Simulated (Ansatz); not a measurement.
Pt:

```
Pt
1.0
    -1.58422    1.58422    1.58422
     1.58422   -1.58422    1.58422
     1.58422    1.58422   -1.58422
Pt
1
Direct
  0.00000 0.00000 0.00000
```

This isn't the form of Pt at room conditions, which is fcc.

* Program: Ansatz 0.2.0
* Task: relaxation of cell and atoms
* Functional: HSE06
* Potentials or basis: Ansatz PAW
* Cutoff: 420 eV (not typed: the program's choice for these potentials)
* k mesh: 6 × 6 × 6
* Occupations: fermi-dirac, width 0.05 eV
* Spin: no spin polarisation

At the start: volume 15.90 Å³/atom.

**Question.** Where does the relaxation end?

**Answer.** It ends after 4 steps and the volume is 15.32 Å³/atom (-3.7 %); space group Im-3m (No. 229, to 0.05 Å).

The path:
```csv
step,energy change (eV),largest force (eV/Å),volume (Å³)
1,0.0000,0.0000,15.90
2,-0.0168,0.0000,15.41
3,-0.0172,0.0000,15.32
4,-0.0170,0.0000,15.32
```

Final structure:
```cif
data_structure
_symmetry_space_group_name_H-M 'P 1'
_symmetry_Int_Tables_number 1
_cell_length_a 2.7100
_cell_length_b 2.7100
_cell_length_c 2.7100
_cell_angle_alpha 109.471
_cell_angle_beta 109.471
_cell_angle_gamma 109.471
_cell_volume 15.32
loop_
_atom_site_label
_atom_site_type_symbol
_atom_site_fract_x
_atom_site_fract_y
_atom_site_fract_z
_atom_site_occupancy
Pt1 Pt 0.00000 0.00000 0.00000 1
```

Caveat: the k mesh is coarse (spacing up to 0.47 Å⁻¹), so the values aren't converged, least of all with exact exchange; the plane-wave basis is chosen anew once the cell has moved, so the energies of steps on either side of that aren't comparable; the PAW data sets come from PBE, with cores solved anew for the run's functional, which leaves a small shift of forces and pressure.
